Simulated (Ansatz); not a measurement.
AlN:

```
Al N
1.0
     3.11300    0.00000    0.00000
    -1.55650    2.69594    0.00000
     0.00000    0.00000    4.98100
Al N
2 2
Direct
  0.66667 0.33333 0.50000
  0.33333 0.66667 0.00000
  0.66667 0.33333 0.88000
  0.33333 0.66667 0.38000
```

A run of Ansatz 0.2.0 on this cell left the log below. Logs are shortened: lines on timing, memory, paths and dates and some standing lists are left out, and cuts for length are marked.

```text
Warning: RAYON_NUM_THREADS=2 ignored (pool sized by the plan → 2); use --threads N
Engine: ansatz 0.2.0, x86_64-unknown-linux-gnu
Pseudopotentials: kind: paw
Pseudopotential: Al, paw, valence charge 3, recommended cutoff 420 eV (normal), Al.paw.azcp
Pseudopotential: N, paw, valence charge 5, recommended cutoff 420 eV (normal), N.paw.azcp
Functional definition: revPBE
  parameter kappa = 1.245
  parameter beta = 0.06672455060314922
  exchange = pbe_x(kappa = kappa, mu = beta*pi^2/3)
  correlation = pbe_c(beta = beta)
Crystal: 4 atoms, lattice volume = 41.803 Å³
Basis set: ecut = 420 eV, 809 PW (Γ), exchange–correlation on 48×48×72 points (8 copies of the dense FFT grid, shifted against one another)
Bands: 12, of which v1, the nominal top of the filled ones, is band 8 counted from 1 (7 counted from 0)
Symmetry: 12 space group operations
Space group: P63mc (ITA 186), of the structure as read, at distance tolerance 3.5e-5 Å
k-points: 56 of 600 (time reversal used)
Non-local potential: Al, projectors of the file, l = 0: 2, l = 1: 2, l = 2: 1
Non-local potential: N, projectors of the file, l = 0: 2, l = 1: 2, l = 2: 1
PAW form: soft (Blöchl's): semilocal exchange-correlation on the pseudo side does not see the compensation charge
PAW frozen core: Al, regenerated for the run's functional, and the local potential with it (the file was generated under x = pbe(κ = 0.804, μ = 0.2195149727645171), c = pbe(β = 0.06672455060314922))
PAW frozen core: N, regenerated for the run's functional, and the local potential with it (the file was generated under x = pbe(κ = 0.804, μ = 0.2195149727645171), c = pbe(β = 0.06672455060314922))
PAW one-centre angular grid: Al, 110 points (default); XC on 64 Gauss nodes
PAW one-centre angular grid: N, 110 points (default); XC on 64 Gauss nodes
Initial density: superposition of atomic densities (neutral atoms: chi_scale 0, normalization atom), corrected by the library's trained network
Initial wavefunctions: pseudopotential atomic-orbital guess
Functional: x = revpbe(κ = 1.245, μ = 0.2195149727645171), c = pbe(β = 0.06672455060314922)
SCF iter   1: F=—  HF=-1854.787169 eV  |F-HF|=—  |Δ(HF+E_count)|=         —  Δρ=1.95e-3  dr2=9.60e-4  ethr=1.77e-3  ⟨swp⟩=5.5  Hψ=4367  notcnv=0
preconditioner: auto → none  [insulator: Δε(μ)=4.239 eV  Ē_g=13.195 eV  σ=0.050 eV  W_gap=1.00  n_scr=2 (ndim 8)  ℏωp=23.0 eV  f_vac=0.000  D(μ)=0.00/eV (n_scr^D=0)  ε∞_Penn≈4.0]
SCF iter   2: F=—  HF=-1854.787220 eV  |F-HF|=—  |Δ(HF+E_count)|=   5.11e-5  Δρ=9.96e-4  dr2=1.81e-4  ethr=6.00e-6  ⟨swp⟩=2.1  Hψ=1384  notcnv=0
SCF iter   3: F=—  HF=-1854.787259 eV  |F-HF|=—  |Δ(HF+E_count)|=   3.90e-5  Δρ=1.05e-4  dr2=4.19e-6  ethr=1.13e-6  ⟨swp⟩=2.2  Hψ=1135  notcnv=0
SCF iter   4: F=—  HF=-1854.786984 eV  |F-HF|=—  |Δ(HF+E_count)|=   2.75e-4  Δρ=1.70e-5  dr2=5.23e-8  ethr=6.25e-10  ⟨swp⟩=3.0  Hψ=2792  notcnv=0
iter 5 did not close the SCF: its close was put off for the readings that it lacked (scf_convergence_deferred on its scf_iter line)
SCF iter   5: F=-1854.786985 eV  HF=-1854.786985 eV  |F-HF|=7.52e-9  |Δ(HF+E_count)|=   1.61e-7  Δρ=4.04e-6  dr2=3.37e-9  ethr=3.27e-10  ⟨swp⟩=2.0  Hψ=1097  notcnv=0
[... 109 lines left out ...]
SCF converged after 8 iterations
Free energy (F): -1854.815420 eV
Harris-Foulkes:  -1854.815420 eV  (|F-HF|=4.55e-13)
Internal energy: -1854.815420 eV  (E = F + TS)
E sigma→0 (E₀):  -1854.815420 eV
Fermi energy:    8.892772 eV
--- Per-component energies (eV) ---
  E_band       = 27.359744
  E_kinetic    = 316.452628
  E_local      = -453.181993  (includes V_loc(G=0)·N_el)
  E_nonlocal   = 108.632087
  E_hartree    = 157.705496
  E_xc         = -203.452189
  E_vxc        = -215.052822  (∫ρ·V_xc dr)
  E_paw        = -1195.593386  (= ΣΔE_a)
  E_vpaw       = -44.901344  (= ΣTr[D̂ρ^β])
  E_aug_tail   = 0.000198  (compensation charges beyond the density's cutoff)
  E_ewald      = -585.321838
  E_core_change = -0.056422  (= ΣΔE_core)
  E_smearing   = -0.000000  (= −TS)
  E_closure    = 0.000000  (closes the sum)
  Σ components = -1854.815420   (vs F -1854.815420, Δ=0.00e0)
--- Forces (eV/Å), atoms counted from 1 ---
  atom   1  Al    -0.00000000    -0.00000000     0.00001651
  atom   2  Al    -0.00000000     0.00000000     0.00001651
  atom   3  N      0.00000000     0.00000000    -0.00002467
  atom   4  N     -0.00000000    -0.00000000    -0.00002467
  max |Σ_I F_I| component: 1.63e-5 eV/Å
--- Stress (GPa, compression-positive) ---
        0.006387      -0.000000      -0.000000
        0.000000       0.006387      -0.000000
       -0.000000      -0.000000       0.006576
  P = ⅓ Tr σ = 0.0064 GPa (0.064 kbar)
--- Relaxed structure (6 steps of the walk, 6 accepted, 2 SCFs on fresh bases) ---
  F+E_penalty+E_count = -1854.81542005 eV   max|allowed force component| = 2.059e-5 eV/Å   (the final SCF, on the basis selected at the relaxed cell)
  cell:  # Å, volume = 43.1791 Å³
    - [3.1446774232762547, -1.1723001556629778e-18, -6.6220794502987004e-34]
    - [-1.5723387116381273, 2.7233705352646265, -1.4142970365660629e-33]
    - [-1.0595752567241035e-33, -3.224794259595096e-33, 5.041858330866743]
  atoms:
    - { symbol: Al, position: [0.6666666666666667, 0.33333333333333337, 0.4992424865423013] }
    - { symbol: Al, position: [0.33333333333333337, 0.6666666666666667, -0.0007575134576987274] }
    - { symbol: N, position: [0.6666666666666667, 0.33333333333333337, 0.8807575134576989] }
    - { symbol: N, position: [0.33333333333333337, 0.6666666666666667, 0.3807575134576988] }
```

**Question.** Write the input and the command behind it.

**Answer.** Relaxation of cell and atoms with revPBE, no spin polarisation. The files as run (others can give the same):

input.yaml
```yaml
crystal:
  lattice:
    - [3.113, 0.0, 0.0]
    - [-1.5565, 2.695937082, 0.0]
    - [0.0, 0.0, 4.981]
  atoms:
    - { symbol: Al, position: [0.6666666667, 0.3333333333, 0.5] }
    - { symbol: Al, position: [0.3333333333, 0.6666666667, 0.0] }
    - { symbol: "N", position: [0.6666666667, 0.3333333333, 0.88] }
    - { symbol: "N", position: [0.3333333333, 0.6666666667, 0.38] }
hamiltonian:
  xc: revpbe
  pseudopotentials: { kind: paw }
kpoints:
  mp_grid: { grid: [10, 10, 6] }
scf:
  occupations: { method: fermi_dirac, width: 0.05 }
output:
  forces: true
  stress: true
relax:
  f_tol: 0.01
  max_steps: 40
  cell: { stress_tol: 0.05 }
```

Potentials or basis: Ansatz PAW.
Command:
```bash
$ ansatz run input.yaml --threads 2 --pin off --max-ram 5632MiB --backend cpu --events-out ev --progress --plain --runs-dir out
```

Caveat: the plane-wave basis is chosen anew once the cell has moved, so the energies of steps on either side of that aren't comparable; the pressure holds a Pulay correction of +0.4 GPa for the finite cutoff; the PAW data sets come from PBE, with cores solved anew for the run's functional, which leaves a small shift of forces and pressure.
